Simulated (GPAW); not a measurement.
Zn:

```xyz
1
Lattice="-1.5690 1.5690 1.5690 1.5690 -1.5690 1.5690 1.5690 1.5690 -1.5690" Properties=species:S:1:pos:R:3 pbc="T T T"
Zn    0.0000    0.0000    0.0000
```

This isn't the form of Zn at room conditions, which is hcp.

Base run:

```yaml
Program: GPAW 26.7.0
Functional: PBEsol
Potentials_or_basis: PAW data sets generated in the run's folder for this functional
Cutoff: 600 eV
Basis: pw
k_mesh: 12 × 12 × 12
Occupations: gaussian, width 0.05 eV
Spin: no spin polarisation
```

Its results: band gap on the k mesh none (metal or under the smearing width); pressure -5.3 GPa.

**Question.** The run is repeated on the same cell with these changes: occupations from gaussian, width 0.05 eV to methfessel-paxton, width 0.2 eV; dispersion from none to D3(BJ). What comes out?

**Answer.** Band gap on the k mesh none (metal or under the smearing width); pressure -9.2 GPa.

Caveats: this smearing can pin the Fermi level at a band edge (some runs); pairwise dispersion overbinds metals, which lowers pressure and volume (some runs).
